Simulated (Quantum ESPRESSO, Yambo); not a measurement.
# A GW chain in Yambo: As (buckled honeycomb monolayer), part 2 of 2

Wanted: ground state, empty states, screening and self-energy for As (buckled honeycomb monolayer).

Quantum ESPRESSO 7.5 and Yambo 5.3.0; PBE and many-body steps on it, plane waves. Known limits of the many-body steps: not at the basis limit; no spin-orbit coupling.

So far. Step 2 (Ground state): The gap is indirect, with the least direct gap 0.30 eV higher. Step 3 (Empty states on the mesh, 6×6×1 mesh, 97 bands): On this mesh the gap is 1.646 eV.

## Step 5: Screening and self-energy, 6×6×1 mesh, 97 bands, screening to 108.8 eV

G0W0 replaces the xc potential by the self-energy, built once from these orbitals. Only a window of levels is corrected, while the sums run over the empty bands that the input names.

This step: G0W0 on PBE, plane waves, norm-conserving pseudopotentials.

gw1.in

```
HF_and_locXC
gw0
dyson
ppa
em1d
rim_cut
rim_w
RandQpts= 3000000
RandGvec= 100 RL
CUTGeo= "slab z"
RandGvecW= 9 RL
EXXRLvcs= 100 Ry
VXCRLvcs= 400 Ry
Chimod= "HARTREE"
% BndsRnXp
 1 | 97 |
%
NGsBlkXp= 8 Ry
% LongDrXp
 1 | 1 | 0 |
%
% GbndRnge
 1 | 97 |
%
DysSolver= "n"
ExtendOut
PPAPntXp= 27.21138 eV
% QPkrange
 1 | 1 | 22 | 25 |
 3 | 3 | 22 | 25 |
%
```

The run is started by

```sh
$ OMP_NUM_THREADS=2 mpirun -n 2 yambo -F gw1.in -J gw1 -C gw1 > gw1.log
```

The log of the run:

```text
 Yambo, version 5.3.0

 [02] CORE Variables Setup
 =========================

  [... cell, symmetries and grids as in the set-up ...]

  [02.05] Energies & Occupations
  ==============================

  [X] === General ===
  [X] Electronic Temperature                        :  0.000000  0.000000 [eV K]
  [X] Bosonic    Temperature                        :  0.000000  0.000000 [eV K]
  [X] Finite Temperature mode                       : no
  [X] El. density                                   :  0.29092E+24 [cm-3]
  [X] Fermi Level                                   : -0.908984 [eV]

  [X] === Gaps and Widths ===
  [X] Conduction Band Min                           :  1.645614 [eV]
  [X] Valence Band Max                              :  0.000000 [eV]
  [X] Filled Bands                                  :  23
  [X] Empty Bands                                   :   24   97
  [X] Direct Gap                                    :  1.948162 [eV]
  [X] Direct Gap localized at k                     :  1
  [X] Indirect Gap                                  :  1.645614 [eV]
  [X] Indirect Gap between kpts                     :  1  3
  [X] Last valence band width                       :  1.964014 [eV]
  [X] 1st conduction band width                     :  1.151044 [eV]

 [03] Transferred momenta grid and indexing
 ==========================================

 IBZ Q-points                                      :   7
 BZ  Q-points                                      :   36

 K/Q-points units:
 rlu = crystal or reduced units; cc = cartesian coordinates; iku = interal k-units

 Q [1]          [rlu]:  0.000000  0.000000  0.000000
 Q [2]          [rlu]: -0.22044E-17  0.16667       0.0000
 Q [3]          [rlu]: -0.44089E-17  0.33333       0.0000
 Q [4]          [rlu]:  0.66133E-17 -0.50000       0.0000
 Q [5]          [rlu]:  0.166667  0.166667  0.000000
 Q [6]          [rlu]:  0.166667  0.333333  0.000000
 Q [7]          [rlu]:  0.333333  0.333333  0.000000

 [04] Coloumb potential Random Integration (RIM)
 ===============================================

 Performing RIM of v_slab

  [04.01] RIM initialization
  ==========================

  * Diagonal components only detected *

  8 x (sBL volume)        :  0.051660 [a.u.]
  sBZ random points       :  3000000
  Points outside the sBZ  :  24001124
  RL volume               :  0.232469 [a.u.]
  Integrated volume       :  0.232458 [a.u.]

  [04.02] RIM integrals
  =====================

  Gamma point sphere radius             :  0.041605 [a.u.]
  Points outside the sphere             :  2398760
  [Int_sBZ(q=0) 1/q^2]*(Vol_sBZ)^(-1/3) =:  7.487854
                                 should be <:  7.795600

  Summary of Coulomb integrals for non-metallic bands |Q|[au] RIM/Bare

  Q [1] 0.100000E-4 0.960523 * Q [2] 0.177190 0.997424
  Q [5] 0.306902 1.024725 * Q [3] 0.354380 1.023555
  Q [6] 0.468801 1.017765 * Q [4] 0.531570 1.014447
  Q [7] 0.613804 1.011452
  Non-periodic chartesian directions : none
  Optical renormalization            :  26.45617 [au]
  Polarizability dimension           : length

 [05] Coloumb potential CutOffslab
 =================================

 Cut directionsZ
 Slab Cutoff:Z
 Symmetry test passed : yes

 [06] Dipoles
 ============

  [06.01] Setup: observables and procedures
  =========================================

 [07] Dynamic Dielectric Matrix (PPA)
 ====================================

 [WR./gw1//ndb.pp]---------------------------------------------------------------
  Brillouin Zone Q/K grids (IBZ/BZ)                :    7   36    7   36
  RL vectors                                       :  21365 [WF]
  Coulomb cutoff potential                         : slab z
  Electronic Temperature                           :  0.000000 [K]
  Bosonic    Temperature                           :  0.000000 [K]
  PPA    diel. fun.  energies                      : Perdew, Burke & Ernzerhof(X)+Perdew, Burke & Ernzerhof(C)
  wavefunctions                                    : Perdew, Burke & Ernzerhof(X)+Perdew, Burke & Ernzerhof(C)
  Global Gauge                                     : length
  X matrix size                                    :   403
  X band range                                     :    1   97
  X e/h energy range                               : -1.000000 -1.000000 [eV]
  X Time ordering                                  : R
  X Hxc Kernel                                     : HARTREE
  X Drude frequency                                :  0.000000  0.000000
  X poles                                          :  100.0000 [o/o]
  RL vectors in the sum                            :  21365
  [r,Vnl] included                                 : yes
  Field direction                                  :  0.707107E-5  0.707107E-5   0.00000
  BZ energy Double Grid                            : no
  BZ energy DbGd points                            : 0
  BZ Q point size factor                           : -1.000000
  X Optical Averaged directions                    : none

 [08] Local Exchange-Correlation + Non-Local Fock
 ================================================

 [VXC] Plane waves :  144181
 [EXS] Plane waves :  18025

 QP @ state[ 1 ] K range:  1  1
 QP @ state[ 1 ] b range:  22  25
 QP @ state[ 2 ] K range:  3  3
 QP @ state[ 2 ] b range:  22  25

 [xc] Functional : Perdew, Burke & Ernzerhof(X)+Perdew, Burke & Ernzerhof(C)
 [xc] LIBXC used to calculate xc functional
  PP Number of Atomic Species                      :  1
  NLCC RL compoments                               :  144181
  PP Number of Atomic Species                      :  1
  NLCC RL compoments                               :  144181

 [xc] E_xc :  -47.81823 [Ha]
      E_xc :  -95.63646 [Ry]

  Local XC kind (lXC) : Perdew, Burke & Ernzerhof(X)+Perdew, Burke & Ernzerhof(C)
  Non-Local XC kind (nlXC) : Hartree-Fock

  Corrections @ K [1] :  [eV]
 <22|nlXC|22> = -15.29571 -0.10316E-17 <22|lXC|22> = -14.05398 -0.47204E-16
 <23|nlXC|23> = -15.29574 -0.99642E-17 <23|lXC|23> = -14.05401  0.94408E-16
 <24|nlXC|24> = -8.947748  0.80751E-19 <24|lXC|24> = -12.75030  0.000000
 <25|nlXC|25> = -8.849145 -0.32100E-17 <25|lXC|25> = -13.27564 -0.75527E-15

  Corrections @ K [3] :  [eV]
 <22|nlXC|22> = -15.32134  0.11044E-16 <22|lXC|22> = -13.35912  0.47204E-16
 <23|nlXC|23> = -14.51685 -0.30531E-17 <23|lXC|23> = -12.57056  0.22422E-15
 <24|nlXC|24> = -7.601237 -0.30346E-18 <24|lXC|24> = -11.00367 -0.14161E-15
 <25|nlXC|25> = -6.559465 -0.13515E-17 <25|lXC|25> = -10.79250  0.000000

 [09] Dyson equation: Newton solver
 ==================================

  [09.01] RIM-W interpolation
  ===========================

  [WARNING] RIM-W works only for 2D semiconductors with slab cutoff
  Found compatible q grid: 2D
  q_min[ 1 ]:  0.16667      0.67361E-12   0.0000     [rlu]
   0.166667  0.083333  0.000000 [iku]
  q_min[ 2 ]:  0.22044E-17  0.16667       0.0000     [rlu]
   0.22044E-17  0.16667       0.0000     [iku]
  G-vectors :   9
  G-vectors loaded:   63
  Number of interpolated frequencies:  2

  Evaluating coefficients q = 0
  Evaluating coefficients q = 0

  [09.02] RIM-W integrals
  =======================

  8 x (sBL volume)        :  0.051660 [a.u.]
  sBZ random points       :  3000000
  Points outside the sBZ  :  24001124
  RL volume               :  0.232469 [a.u.]
  Integrated volume       :  0.232458 [a.u.]

  [09.03] RIM integrals
  =====================

  Comparison between head Wc = W - v averages: < Wc > [au] RIM-W/RIM

   < -Wc [Q = 1] > 0.364186E-1 0.483167E-4 * < -Wc [Q = 2] > 0.005331 0.005141
   < -Wc [Q = 3] > 0.976398E-3 0.955237E-3 * < -Wc [Q = 4] > 0.326122E-3 0.322293E-3
   < -Wc [Q = 5] > 0.001433 0.001399 * < -Wc [Q = 6] > 0.469513E-3 0.464502E-3
   < -Wc [Q = 7] > 0.218597E-3 0.217127E-3

  Comparison between head Wc = W - v averages: < Wc > [au] RIM-W/RIM

   < -Wc [G = 1,G`=0] > 0.364186E-1 0.483167E-4 * < -Wc [G = 2,G`=0] >-0.002021 0.000000
   < -Wc [G = 3,G`=0] >-0.002020 0.000000 * < -Wc [G = 4,G`=0] > 0.698999E-4  0.00000
   < -Wc [G = 5,G`=0] > 0.698800E-4  0.00000 * < -Wc [G = 6,G`=0] > 0.508393E-4  0.00000
   < -Wc [G = 7,G`=0] > 0.508636E-4  0.00000 * < -Wc [G = 8,G`=0] >-0.165395E-4  0.00000
   < -Wc [G = 9,G`=0] >-0.165417E-4  0.00000

 [10] G0W0 (W PPA)
 =================

 [  GW  ] Bands range     :    1   97
 [GW/PPA] G damping       :  0.100000 [eV]

 QP @ state[ 1 ] K range:  1  1
 QP @ state[ 1 ] b range:  22  25
 QP @ state[ 2 ] K range:  3  3
 QP @ state[ 2 ] b range:  22  25

  Sc/G bands                                       :    1   97
  Sc/G damping                                     :  0.100000 ev
  Sc bands terminator                              : no
  Sx RL components                                 :  18025

  QP @ state[ 1 ] K range                          :  1  1
  QP @ state[ 1 ] b range                          :  22  25
  QP @ state[ 2 ] K range                          :  3  3
  QP @ state[ 2 ] b range                          :  22  25
  GF energies kind                                 : Perdew, Burke & Ernzerhof(X)+Perdew, Burke & Ernzerhof(C)
  GF WF`s kind                                     : Perdew, Burke & Ernzerhof(X)+Perdew, Burke & Ernzerhof(C)
  Xs energies kind                                 : Perdew, Burke & Ernzerhof(X)+Perdew, Burke & Ernzerhof(C)
  Xs WF`s kind                                     : Perdew, Burke & Ernzerhof(X)+Perdew, Burke & Ernzerhof(C)

 [14] Game Over & Game summary
```

Wall time 4.4 min (2 MPI ranks of Arm Neoverse V1, shared host); peak memory 2 GiB; 15 min of CPU time.

This step gave:

```yaml
g0w0_gap_on_the_points_computed: 2.549 eV
starting_gap_on_the_mesh: 1.646 eV
k_of_the_valence_top: 0, 0, 0
k_of_the_conduction_bottom: 0, 0.3333, 0
least_direct_g0w0_gap_on_the_computed_points: 3.037 eV
z_at_the_valence_top: 0.7367
z_at_the_conduction_bottom: 0.7438
```

The gap on the mesh goes from 1.65 eV to 2.55 eV, a correction of +0.90 eV.

Limits: finite bands, cutoff and mesh; no spin-orbit coupling. v1 is the top filled band, c1 the lowest empty one. The levels before and after the correction (eV, zero at the valence-band top of each column):

|  | conduction bottom | valence top |
| --- | --- | --- |
| Kohn-Sham | 1.65 | 0.00 |
| G0W0 | 2.55 | 0.00 |

|  | level | energy (eV) |
| --- | --- | --- |
| Kohn-Sham | Γ v2-v1 | 0.000 |
| Kohn-Sham | Γ c1 | 1.948 |
| Kohn-Sham | Γ c2 | 3.500 |
| Kohn-Sham | (0 0.333 0) v2 | -1.527 |
| Kohn-Sham | (0 0.333 0) v1 | -0.745 |
| Kohn-Sham | (0 0.333 0) c1 | 1.646 |
| Kohn-Sham | (0 0.333 0) c2 | 3.865 |
| G0W0 | Γ v2-v1 | 0.000 |
| G0W0 | Γ c1 | 3.037 |
| G0W0 | Γ c2 | 4.758 |
| G0W0 | (0 0.333 0) v2 | -1.666 |
| G0W0 | (0 0.333 0) v1 | -1.004 |
| G0W0 | (0 0.333 0) c1 | 2.549 |
| G0W0 | (0 0.333 0) c2 | 4.857 |

## Step 6: Where the time went

Times are wall times on the hardware named with each run, good to a factor of about two.

| step | time | share | memory (GiB) |
| --- | --- | --- | --- |
| ground state | 44 s | 13 % | 0.74 |
| empty states on the mesh | 28 s | 8 % | 0.94 |
| conversion and set-up | 2.4 s | 1 % | 0.26 |
| screening and self-energy | 4.4 min | 78 % | 2.0 |

## Step 7: Outcome

* PBE gap: 1.65 eV, indirect
* G0W0 gap on the mesh: 2.55 eV
* GW settings: 6×6×1 mesh, 97 bands, screening to 108.8 eV, Godby-Needs plasmon pole
* known limits: not at the basis limit; no spin-orbit coupling

**Reading.** G0W0 moves the gap on the mesh from 1.65 eV to 2.55 eV (+0.90 eV), with Z of 0.74 and 0.74 at the edges. Only 2 of the mesh's irreducible points were corrected, so a valley elsewhere could overtake. The dearest step here is «screening and self-energy». Bands and cutoff are finite, so the gap is not at the basis limit. The miss can reach some tenths of an eV and take either sign; the mesh is an error of its own. In the G0W0 run levels were corrected at 2 k points alone, so a gap called «on the mesh» is the least over those, and an edge elsewhere would be missed. The many-body steps are scalar-relativistic: spin-orbit coupling is not in them.

[Paths, hosts, dates, memory and timing lines, banners, echoed tables and standing remarks are left out of the program output.]

[Logs are printed without paths, hosts, clocks, repeated set-up lines and the standing remarks that a program may print on its own settings, such as how far it seeks lower states.]

[Runs of the session that timed out or met a known fault of the program may be left out.]

[Hosts, paths, dates, database ids (printed as entryN), source tags and the programs' standing remarks are cut or masked in the printed files.]
